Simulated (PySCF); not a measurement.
## A series of derivatives of Oc1ccccc1

Parent skeleton `[OH:1][c:2]1[cH:3][cH:4][cH:5][cH:6][cH:7]1`; one hydrogen on atom 4 is replaced by X. Hydrogens on one atom are averaged.

No solvent, one conformer, fast rotation and ring inversion assumed for equivalent nuclei, non-relativistic. PBE0/pcSseg-1 with gauge-including orbitals; geometry from GFN2-xTB; PySCF.

Chemical shifts δ = σref − σ; H2O for ¹⁷O (σ = 336.08 ppm); ¹³C (σ = 186.93 ppm) and ¹H (σ = 31.72 ppm) against TMS, all at this level.

Parent (X = H): O1 126.6, C2 163.8, C3 118.7, C4 135.3, C5 124.8, C6 135.3, C7 118.7, H(C3) 6.95, H(C5) 7.11 ppm. Effects are Δδ = δ(X) − δ(H), positive for deshielding.

**Question.** Give Δδ (ppm) for X = CHF2, allyl, CH=NH.

**Answer.** 
```tsv
X	SMILES	O1	C2	C3	C4	C5	C6	C7	H(C3)	H(C5)
CHF2	Oc1cccc(C(F)F)c1	+1.1	+0.0	-4.3	+8.5	-3.0	+0.8	+2.5	-0.03	+0.18
allyl	C=CCc1cccc(O)c1	-0.5	+0.4	+0.3	+12.4	-0.3	+0.7	-0.9	-0.39	-0.18
CH=NH	[H]/N=C\c1cccc(O)c1	+0.6	+0.9	+1.8	+3.8	-5.8	+0.7	+4.3	-0.33	+0.30
```

**Question.** Which position responds most, and to which substituents?

**Answer.** C4: from +3.8 ppm with CH=NH to +12.4 ppm with allyl.

Experimental scales use liquid or dissolved standards, which lie at an offset from isolated H2O (liquid H2O: subtract about 36 ppm).
